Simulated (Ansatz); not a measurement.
# BeS: how the settings move a single-point run

Aim: see which settings change the result for BeS, by how much, and at what cost.

The COD entry's cell or inner coordinates are ideal or old and differ from later refinements, so a difference from it is no clean test against experiment.

Program: Ansatz 0.2.0. Level of theory: reference: DFT, r2SCAN, PAW with Ansatz's default frozen-core files, scalar-relativistic; levels and slopes on a fine mesh, independent-particle optical spectra. These are calculated values, not measurements.

### Step 1. The system as given

The structure is cubic, space group F-43m (No. 216). The conventional cell has a = 4.868 Å, b = 4.868 Å, c = 4.868 Å, α = 90.00°, β = 90.00°, γ = 90.00°. Be (site symmetry -43m) has 4 S at 2.11 Å as nearest neighbours. S (site symmetry -43m) has 4 Be at 2.11 Å as nearest neighbours.

As a file:

```
CELL_PARAMETERS angstrom
0.00000 2.43422 2.43422
2.43422 0.00000 2.43422
2.43422 2.43422 0.00000
ATOMIC_POSITIONS crystal
Be 0.00000 0.00000 0.00000
S 0.75000 0.75000 0.75000
```

### Step 2. The reference run

Input file input.yaml:

```yaml
crystal:
  lattice:
    - [0.0, 2.43422411297, 2.43422411297]
    - [2.43422411297, 0.0, 2.43422411297]
    - [2.43422411297, 2.43422411297, 0.0]
  atoms:
    - { symbol: Be, position: [0.0, 0.0, 0.0] }
    - { symbol: S, position: [0.75, 0.75, 0.75] }
kpoints:
  mp_grid: { grid: [8, 8, 8] }
scf:
  occupations: { method: fixed }
hamiltonian:
  xc: r2scan
  pseudopotentials: { kind: paw }
output:
  forces: true
  stress: true
  eigenvalues: true
  eigenstates:
    nscf_kmesh: { grid: [14, 14, 14] }
    de_dk: true
    e_range: [-9, 13.58913201167]
  optics:
    e_range: [0, 30]
    de: 0.2
    sigma: 0.15
    bands: { spectra_wanted_up_to: 30 }
    nscf_kmesh: { grid: [14, 14, 14] }
checkpoint:
  write: ck
  write_wavefunctions: false
```

Run with:

```
$ ansatz run input.yaml --threads 1 --pin off --max-ram 3072MiB --backend cpu --events-out ev --progress --plain --runs-dir out
```

### Step 3. Changing settings: ecutrho_ratio 6

Changes to input.yaml since step 2:

```diff
@@ -32 +32,3 @@
   write_wavefunctions: false
+basis:
+  ecutrho_ratio: 6
```

**Question.** What will these runs give? Wanted: for each run, ending; energy change; pressure; gap; force.

The runs gave:

```
               run     ending  energy change  pressure (GPa)  gap (eV)  force (eV/Å)  cycles  time
         reference  converged              0             0.0      3.59          0.00       -  48 s
1: ecutrho_ratio 6  converged   0.0 meV/atom             0.0      3.59          0.00       7  49 s
```

Residual by cycle in the longest SCF loop of each run; runs are numbered as in the table. The quantity is the density residual dr2, in eV.

```
cycle  reference    run 1
    1    0.00524  0.00525
    2    0.00214  0.00214
    3     9.5e-4   9.3e-4
    4     7.3e-5   7.0e-5
    5     4.1e-8   4.4e-8
    6     4.6e-9   4.1e-9
    7    1.3e-11  7.1e-12
    8    1.5e-12        -
```

Changing the numerical grids hardly moves the energy: 0.0 meV/atom.

These are semilocal Kohn-Sham gaps, which aren't the measured quantity. Such gaps usually fall short of the measured ones.
